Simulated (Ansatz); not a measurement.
**TiO2: do energies and stresses tell the same story?**

The calculation used Ansatz, DFT r2SCAN, scalar-relativistic, plane waves, PAW.

Plane waves to 500 eV, a k mesh through Γ of 6×6×4 on the computed 9-atom cell and Gaussian smearing (0.02 eV); no spin polarisation.

Relaxed cell: P3_121, a = 5.562 Å, b = 5.562 Å, c = 6.060 Å, α = 90.00°, β = 90.00°, γ = 120.00°, 9 atoms in the primitive cell. This form isn't the usual stable structure of the compound.

Energies at zero smearing and pressures from the stress tensor, at volumes with shape and atoms relaxed:
```tsv
V (Å³/atom)	E − E(first) (meV/atom)	P (GPa)
16.958	0.00	0.539
17.499	-1.23	0.243
18.040	-1.51	0.010
18.581	-1.07	-0.224
19.122	-0.09	-0.360
```

Task: Check P = −dE/dV between neighbouring volumes, and get the bulk modulus from the pressures alone.

Result: With 1 eV/Å³ = 160.2 GPa:
```tsv
middle V (Å³/atom)	−ΔE/ΔV (GPa)	mean P (GPa)
17.228	0.365	0.391
17.769	0.081	0.127
18.311	-0.129	-0.107
18.852	-0.292	-0.292
```

The two differ by 0.045 GPa at most. The mean of two end pressures misses the average over a step by about ΔV² P″/12, up to 0.017 GPa here; with that taken off 0.045 GPa remains, from the finite cutoff, the mesh or the relaxation's tolerance. Around V = 18.040 Å³/atom, the two neighbours give B = −V ΔP/ΔV = 18.040 × 0.467 / 1.082 = 7.8 GPa, against B0 = 7.4 GPa from the Birch–Murnaghan fit of the energies.

A ferromagnetic start lost its moments in a first run, so spin was left out; other magnetic orders weren't tried.

Cost: 6 runs of about 32 core-minutes in all, on Intel Xeon Processor @ 2.50GHz (Skylake/Cascade Lake) (shared hosts).